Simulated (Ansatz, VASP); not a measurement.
**LiCl in VASP and in Ansatz**

File INCAR:

```
PREC     = Accurate       # precision mode
ENCUT    = 520            # plane-wave cutoff, eV
EDIFF    = 1E-6           # SCF threshold, eV
ISMEAR   = 0              # smearing method
SIGMA    = 0.02           # smearing width, eV
LREAL    = False          # projectors in reciprocal space
LASPH    = True           # aspherical terms in the spheres
NELM     = 80             # most SCF steps
ALGO     = Normal         # electronic algorithm
ISIF     = 2              # what is computed and relaxed
LWAVE    = False          # write WAVECAR
LCHARG   = False          # write CHGCAR
GGA      = PE             # functional
NBANDS   = 12             # bands
```

The input KPOINTS:

```
Automatic mesh
0
Gamma
  8 8 8
```

The input POSCAR:

```
LiCl
1.0
    0.0000000000      2.5175684160      2.5175684160
    2.3636828160      0.0000000000      2.5175684160
    2.3636828160      2.5175684160      0.0000000000
Li Cl
1 1
Direct
    0.0000000000      0.0000000000      0.0000000000
    0.5000000000      0.5000000000      0.5000000000
```

Input for Ansatz:

```yaml
crystal:
  lattice:
    - [0.0, 2.517568416, 2.517568416]
    - [2.363682816, 0.0, 2.517568416]
    - [2.363682816, 2.517568416, 0.0]
  atoms:
    - { symbol: Li, position: [0.0, 0.0, 0.0] }
    - { symbol: Cl, position: [0.5, 0.5, 0.5] }
basis:
  ecutwfc: 420
kpoints:
  mp_grid: { grid: [8, 8, 8] }
hamiltonian:
  xc: pbe
scf:
  occupations: { method: gaussian, width: 0.02 }
output:
  forces: true
  stress: true
  eigenvalues: true
  write_density: true
  write_potential: true
  elf: true
  volumetric_format: npy
```

Alike in both runs: task single point; functional PBE; k mesh 8 × 8 × 8; occupations gaussian, width 0.02 eV; no spin polarisation.

```csv
,VASP,Ansatz
version,VASP 6.6.1,Ansatz 0.2.0
potentials or method,"VASP PAW PBE potentials, release 64 (Li_sv, Cl)","scalar-relativistic, plane waves, PAW"
plane-wave cutoff (eV),520,420
valence electrons in the cell,10,10
```

|  | VASP | Ansatz | Ansatz less VASP |
| --- | --- | --- | --- |
| gap on the k mesh at the Fermi level (eV) | 6.78 | 6.76 | -0.021 |
| least direct gap on the mesh (eV) | 7.01 | 7.00 | -0.014 |

 A k mesh can miss the band edges.
